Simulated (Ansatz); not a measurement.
# Sn: the cost of one run

Method: DFT LDA, scalar-relativistic, plane waves, PAW, in Ansatz 0.2.0.

### Step 1. The structure to begin with

Symmetry: Immm, No. 71, orthorhombic system. The conventional cell has a = 3.453 Å, b = 3.551 Å, c = 4.677 Å, α = 90.00°, β = 90.00°, γ = 90.00°. Sn (site symmetry mmm) is surrounded by 12 Sn at 3.41 to 3.55 Å.

Structure file:

```cif
data_structure
_symmetry_space_group_name_H-M 'P 1'
_symmetry_Int_Tables_number 1
_cell_length_a 6.8122
_cell_length_b 6.8122
_cell_length_c 6.8122
_cell_angle_alpha 93.289
_cell_angle_beta 117.163
_cell_angle_gamma 119.085
_cell_volume 229.39
loop_
_atom_site_label
_atom_site_type_symbol
_atom_site_fract_x
_atom_site_fract_y
_atom_site_fract_z
_atom_site_occupancy
Sn1 Sn 0.50000 0.50000 0.00000 1
Sn2 Sn 0.50000 0.00000 0.00000 1
Sn3 Sn 0.00000 0.50000 0.00000 1
Sn4 Sn 0.00000 0.00000 0.00000 1
Sn5 Sn 0.50000 0.50000 0.50000 1
Sn6 Sn 0.50000 0.00000 0.50000 1
Sn7 Sn 0.00000 0.50000 0.50000 1
Sn8 Sn 0.00000 0.00000 0.50000 1
```

It goes back to an entry of the Materials Project, which need not be the stable form.

The cell is taken as given, not relaxed at this level.

### Step 2. The reference cell

The cell is repeated 8 times, 8 atoms in all. The reference gives a free energy of -47035.5580 eV, pressure -4.75 GPa, largest force 0.000 eV/Å and gap on the mesh none (metal). It was computed beforehand with the settings of the runs below.

### Step 3. Setting up random displacements

All atoms are moved at random with no net shift, in some cells together with a random strain.

### Step 4. rms move = 0.100 Å

The input, input.yaml:

```yaml
crystal:
  lattice:
    - [-3.453078, 3.551094, -4.676684]
    - [-3.453078, -3.551094, 4.676684]
    - [3.453078, 3.551094, 4.676684]
  atoms:
    - { symbol: Sn, position: [0.518410728, 0.5020009064, 0.0002480853] }
    - { symbol: Sn, position: [0.4944484571, 0.0067630355, 0.0064290459] }
    - { symbol: Sn, position: [-0.001209391, 0.5031821003, 0.0022813178] }
    - { symbol: Sn, position: [0.0073832722, 0.0075816164, 0.0049057805] }
    - { symbol: Sn, position: [0.4816625283, 0.4746096274, 0.4793474503] }
    - { symbol: Sn, position: [0.5006951546, -0.0026471422, 0.5116341779] }
    - { symbol: Sn, position: [-0.0021324838, 0.5163377131, 0.5044608507] }
    - { symbol: Sn, position: [0.0007417345, -0.0078278569, 0.4906932918] }
basis:
  ecutwfc: 420
kpoints:
  mp_grid: { grid: [10, 10, 10] }
hamiltonian:
  xc: lda
scf:
  occupations: { method: gaussian, width: 0.15 }
output:
  forces: true
  stress: true
  eigenvalues: true
```

Launch:

```bash
ansatz run input.yaml --threads 2 --pin off --max-ram 5120MiB --backend cpu --events-out ev --progress --plain --runs-dir out
```

Q: Estimate wall time and peak memory on 2 threads of AMD EPYC 9R45 (Zen 5), shared host.

About 1.7 min, with a peak of 4.4 GiB.
